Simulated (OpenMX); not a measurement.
The system is AlN.

```
CELL_PARAMETERS angstrom
0.00000 2.18399 2.18399
2.18399 0.00000 2.18399
2.18399 2.18399 0.00000
ATOMIC_POSITIONS crystal
Al 0.00000 0.00000 0.00000
N 0.25000 0.25000 0.25000
```

Measurements of this composition are mostly on another form, of space group No. 186.

Base run:

* Program: OpenMX 3.8.5
* Functional: LDA
* Potentials or basis: OpenMX 2013 LDA set, Al7.0-s2p2d1, N6.0-s2p2d1, grid cutoff 400 Ry
* k mesh: 11 × 11 × 11
* Occupations: fermi-dirac, width 0.05 eV
* Spin: no spin polarisation

Its results: band gap on the k mesh 3.30 eV, indirect (least direct gap 5.09 eV); pressure -4.0 GPa.

The run is repeated on the same cell with these changes: functional from LDA to PBE; potentials or basis from OpenMX 2013 LDA set, Al7.0-s2p2d1, N6.0-s2p2d1, grid cutoff 400 Ry to OpenMX 2013 PBE set, Al7.0-s2p1d1, N6.0-s2p2, grid cutoff 400 Ry. What comes out?

Band gap on the k mesh 3.43 eV, indirect (least direct gap 5.01 eV); pressure 5.4 GPa.

Caveats: the mesh misses the band edges, which the band path finds closer together; the basis of atomic orbitals isn't converged, which shifts pressures, moduli and gaps.
